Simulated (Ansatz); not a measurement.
# Al under changes of volume

One of the cells (16.603 Å³/atom); the others are scaled copies at fixed shape and fractional positions:

```
Al
1.0
     0.00000    2.02481    2.02481
     2.02481    0.00000    2.02481
     2.02481    2.02481    0.00000
Al
1
Direct
  0.00000 0.00000 0.00000
```

```yaml
Program: Ansatz 0.2.0
Functional: PBE
Potentials_or_basis: JTH PAW
Cutoff: "570 eV (not typed: the program's choice for these potentials)"
k_mesh: 11 × 11 × 11
Occupations: fermi-dirac, width 0.05 eV
Spin: no spin polarisation
```

```csv
volume (Å³/atom),energy over the lowest point (meV/atom),pressure (GPa)
15.607,12.79,5.0
15.939,4.67,2.9
16.271,0.55,1.1
16.603,0.00,-0.5
16.935,2.65,-2.0
17.267,8.17,-3.3
17.599,?,?
```

**Question.** What does the run at 17.599 Å³/atom give?

**Answer.** Energy over the lowest point 16.25 meV/atom; pressure -4.5 GPa.

Worked out: A Birch-Murnaghan fit of order 3 (a polynomial in V^(-2/3)) to the other rows has its minimum at 16.49 Å³/atom with B0 = V·E''(V) = 80 GPa and B' = 4.5. It gives 16.26 meV/atom at 17.599 Å³/atom, against the run's 16.25, and -dE/dV = -4.5 GPa, against -4.5.

Energies are extrapolated to zero smearing.
